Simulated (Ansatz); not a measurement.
LiF (zincblende), relaxed with r2SCAN: 4 runs in the PAW code Ansatz, each a calculation of independent-particle optics. It is cubic, F-43m (No. 216); conventional cell a = 4.289 Å, 9.86 Å³ an atom. Li is surrounded by 4 F at 1.86 Å; F is surrounded by 4 Li at 1.86 Å. Spin-unpolarised throughout. Whether this structure exists isn't addressed.

```
Li F
1.0
     0.00000    2.14461    2.14461
     2.14461    0.00000    2.14461
     2.14461    2.14461    0.00000
Li F
1 1
Direct
  0.00000 0.00000 0.00000
  0.25000 0.25000 0.25000
```

On meshes this coarse, single peaks can be features of the mesh. No local fields, no excitons; the zone sum runs over the cells of the mesh, and ε∞ includes the bands left out of the spectrum. Up to four peaks are listed, those above 15 % of the tallest and inside the complete range; the four can differ from row to row. Rows marked drawn have settings drawn at random (some not listed).

```tsv
functional	k mesh	broadening (eV)	scissors (eV)	range (eV)	settings	direct gap on the mesh before scissors (eV)	ε∞ xx	ε∞ yy	ε∞ zz	complete up to (eV)	tallest peaks of mean ε₂ (eV)
PBE	8×8×8	0.1	0.00	0–26	chosen	7.93	1.92	1.92	1.92	26.0	11.55 12.25 19.55 20.10
r2SCAN	8×8×8	0.1	0.00	0–26	chosen	8.66	1.84	1.84	1.84	26.0	12.30 16.15 20.85 21.45
PBE	8×8×8	0.1	2.18 (to HSE06)	0–26	chosen	7.93	1.81	1.81	1.81	26.0	13.70 14.45 21.70 22.25
PBEsol	10×10×10	0.25	1.50	0.5–10	drawn	7.76	1.86	1.86	1.86	10.0	none
```
